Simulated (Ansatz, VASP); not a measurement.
# Two plane-wave programs on Au

The input INCAR:

```
SYSTEM = Au
PREC = Accurate
ENCUT = 520
EDIFF = 1E-7
ISMEAR = -1
SIGMA = 0.05
LREAL = .False.
LASPH = .True.
NELM = 60
ALGO = Normal
ISIF = 2
LWAVE = .False.
LCHARG = .False.
GGA = PS
NBANDS = 12
```

File KPOINTS:

```
Automatic mesh
0
Gamma
  16 16 16
  0 0 0
```

Contents of POSCAR:

```
Au
1.0
    0.0000000000      2.0416358840      2.0416358840
    2.0416358840      0.0000000000      2.0416358840
    2.0416358840      2.0416358840      0.0000000000
Au
1
Direct
    0.0000000000      0.0000000000      0.0000000000
```

Input for Ansatz:

```yaml
crystal:
  lattice:
    - [0.0, 2.041635884, 2.041635884]
    - [2.041635884, 0.0, 2.041635884]
    - [2.041635884, 2.041635884, 0.0]
  atoms:
    - { symbol: Au, position: [0.0, 0.0, 0.0] }
kpoints:
  mp_grid: { grid: [16, 16, 16] }
  band_path:
    path:
      - [0.0, 0.0, 0.0]
      - [0.5, 0.0, 0.5]
      - [0.625, 0.25, 0.625]
      - [0.375, 0.375, 0.75]
      - [0.0, 0.0, 0.0]
      - [0.5, 0.5, 0.5]
      - [0.5, 0.25, 0.75]
      - [0.5, 0.0, 0.5]
    npoints: 8
scf:
  occupations: { method: fermi_dirac, width: 0.05 }
hamiltonian:
  xc: pbesol
  pseudopotentials: { kind: paw }
output:
  forces: true
  stress: true
  eigenvalues: true
  populations: true
  dos: { projected: true, de: 0.2, e_range: [-14, 8] }
```

Change from the starting cell: volume scaled by 1, PAW files.

Alike in both runs: task single point; functional PBEsol; k mesh 16 × 16 × 16; occupations fermi-dirac, width 0.05 eV; no spin polarisation.

|  | VASP | Ansatz |
| --- | --- | --- |
| version | VASP 6.6.1 | Ansatz 0.2.0 |
| potentials or method | VASP PAW PBE potentials, release 64 (Au) | PAW with Ansatz's default frozen-core files, scalar-relativistic |
| plane-wave cutoff (eV) | 520 | 420 |
| valence electrons in the cell | 11 | 19 |

Ansatz gave:

```
pressure (GPa) : 0.0
```

Question: Estimate VASP's values.

Answer: Pressure (GPa): -0.3.

With one functional, cell and mesh, what is left measures potentials, basis and numerics. The two sets of potentials don't hold the same shells in valence.

Caveats: the PAW data sets were made with another functional, which shifts forces and pressure a little (VASP). The runs have no spin-orbit coupling, so splittings on Au are missing.
